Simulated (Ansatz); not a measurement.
# C₄H₆ (singlet): from Hartree-Fock to the top rungs, cc-pVDZ

How much of the correlation energy of C₄H₆ (singlet) does each wave-function method recover here?

Program: Ansatz 0.2.0, Gaussian basis. Level of theory: cc-pVDZ, core rule «outside noble gas», up to 4 orbitals frozen. These are calculated values, not measurements.

The runs, in order: UHF; CCSD(T) on RHF; BCCD(T) on RHF; CISD; CCSDT(Q) on RHF; CASSCF and MRCISD+Q, 8 electrons in 8 orbitals; CASSCF and NEVPT2, 8 electrons in 8 orbitals.

21 further runs of the same task are left out: 2 that didn't finish, 19 set aside as unsound or not needed.

**1. The system**

The geometry is an MP2(full)/6-31G* stationary point (not a proven minimum).

10 atoms, charge 0, spin multiplicity 1.

Atoms are counted from 1 here; the program's logs count them from 0.

Bond lengths: C1–C3 1.492 Å, C1–C4 1.492 Å, C1–H5 1.092 Å, C1–H6 1.088 Å, C2–C3 1.492 Å, C2–C4 1.492 Å, C2–H7 1.092 Å, C2–H8 1.088 Å, C3–C4 1.496 Å, C3–H9 1.080 Å, C4–H10 1.080 Å. Angles: C3–C1–C4 60.2°, C3–C1–H5 119.2°, C3–C1–H6 116.9°, C4–C1–H5 119.2°, C4–C1–H6 116.9°, H5–C1–H6 114.1°, C3–C2–C4 60.2°, C3–C2–H7 119.2°, C3–C2–H8 116.9°, C4–C2–H7 119.2°, C4–C2–H8 116.9°, H7–C2–H8 114.1°, C1–C3–C2 98.6°, C1–C3–C4 59.9°, C1–C3–H9 129.6°, C2–C3–C4 59.9°, C2–C3–H9 129.6°, C4–C3–H9 128.1° and more.

**2. UHF**

The input, in.yaml:

```yaml
crystal:
  periodic: [false, false, false]
  atoms:
    - {symbol: C, position_ang: [0.000000, 1.131343, 0.310730]}
    - {symbol: C, position_ang: [0.000000, -1.131343, 0.310730]}
    - {symbol: C, position_ang: [0.747952, 0.000000, -0.311506]}
    - {symbol: C, position_ang: [-0.747952, 0.000000, -0.311506]}
    - {symbol: H, position_ang: [0.000000, 1.237033, 1.397923]}
    - {symbol: H, position_ang: [0.000000, 2.077375, -0.227362]}
    - {symbol: H, position_ang: [0.000000, -1.237033, 1.397923]}
    - {symbol: H, position_ang: [0.000000, -2.077375, -0.227362]}
    - {symbol: H, position_ang: [1.414410, 0.000000, -1.161320]}
    - {symbol: H, position_ang: [-1.414410, 0.000000, -1.161320]}
basis:
  gaussian: {orbitals: cc-pVDZ}
magnetization: {spin_polarized: true, initial_magnetization: 0}
hamiltonian: {xc: hf}
output: {orbitals: {seedname: orbitals}}
```

The run is started by

```sh
> ansatz run in.yaml --threads 1 --pin off --events-out ev --progress --plain --max-ram 4096MiB --backend cpu
```

After this run come: CCSD(T) on RHF; BCCD(T) on RHF; CISD; CCSDT(Q) on RHF; CASSCF and MRCISD+Q, 8 electrons in 8 orbitals; CASSCF and NEVPT2, 8 electrons in 8 orbitals.

Before running them: what should the planned runs give, taken together? Wanted: RCCSDT(Q) below the RHF energy; RMP2 from RCCSDT(Q); RCCSD from RCCSDT(Q); RCCSD(T) from RCCSDT(Q); NEVPT2 frontier from RCCSDT(Q); MRCISD+Q frontier from RCCSDT(Q); T1 diagnostic.

As calculated:

| quantity | value |
| --- | --- |
| RCCSDT(Q) below the RHF energy | -16.6311 eV |
| RMP2 from RCCSDT(Q) | +38.12 kcal/mol |
| RCCSD from RCCSDT(Q) | +14.25 kcal/mol |
| RCCSD(T) from RCCSDT(Q) | +1.20 kcal/mol |
| NEVPT2 frontier from RCCSDT(Q) | +48.36 kcal/mol |
| MRCISD+Q frontier from RCCSDT(Q) | +9.41 kcal/mol |
| levels within 1 kcal/mol (43 meV) | RCCSDT |
| T1 diagnostic | 0.007 |

**Reading.** RCCSD(T) misses by +1.20 kcal/mol, 0.3 % of the correlation energy. Of the multireference levels listed MRCISD+Q frontier comes nearest in total energy (+9.41 kcal/mol), which doesn't show that its space is the better one. These misses are within one basis, not against nature.
